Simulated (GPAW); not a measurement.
A run of GPAW 26.7.0:

File run.py:

```python
from ase import Atoms
from ase.dft.bandgap import bandgap
from ase.io import write
from ase.units import GPa
from gpaw import GPAW, PW, setup_paths

setup_paths.insert(0, '.')

atoms = Atoms(['Co', 'Co'],
              cell=[[2.4873648738, 0.0, 0.0],
                    [-1.2436824369, 2.1541211692, 0.0],
                    [0.0, 0.0, 4.0632895034]],
              scaled_positions=[[0.3333333333, 0.6666666667, 0.740139],
                                [0.6666666667, 0.3333333333, 0.259861]],
              pbc=True)
atoms.set_initial_magnetic_moments([2.0, 2.0])

calc = GPAW(mode=PW(600),
            xc='PBEsol',
            kpts={'size': (12, 12, 7), 'gamma': True},
            occupations={'name': 'fermi-dirac', 'width': 0.05},
            nbands=21,
            convergence={'density': 1e-05, 'energy': 1e-05},
            maxiter=150,
            txt='gpaw.txt')
atoms.calc = calc
energy = atoms.get_potential_energy()
forces = atoms.get_forces()
stress = atoms.get_stress()
calc.write('gs.gpw')
write('result.traj', atoms)
print(f'Energy: {energy:.6f} eV')
print('Forces (eV/A):')
print(forces.round(4))
print('Stress (GPa):', (stress / GPa).round(3))
print('Moments:', calc.get_magnetic_moments().round(3))
print('Fermi level:', round(calc.get_fermi_level(), 4), 'eV')
print(f'Gap: {bandgap(calc)[0]:.4f} eV, direct: {bandgap(calc, direct=True)[0]:.4f} eV')
```

Potentials or basis: PAW data sets generated in the run's folder for this functional, pw.

The run is started by

```console
$ gpaw-setup -f PBEsol Co
$ OMP_NUM_THREADS=1 python run.py
```

Hardware: 1 thread of Arm Neoverse N1 (shared host).

Q: How long does it take, and how much memory?

A: Run time: 2 min on 1 thread of Arm Neoverse N1 (shared host), peak memory 0.2 GiB. Counts: scf iterations 12, plane waves 756, bands 21, k points 112.
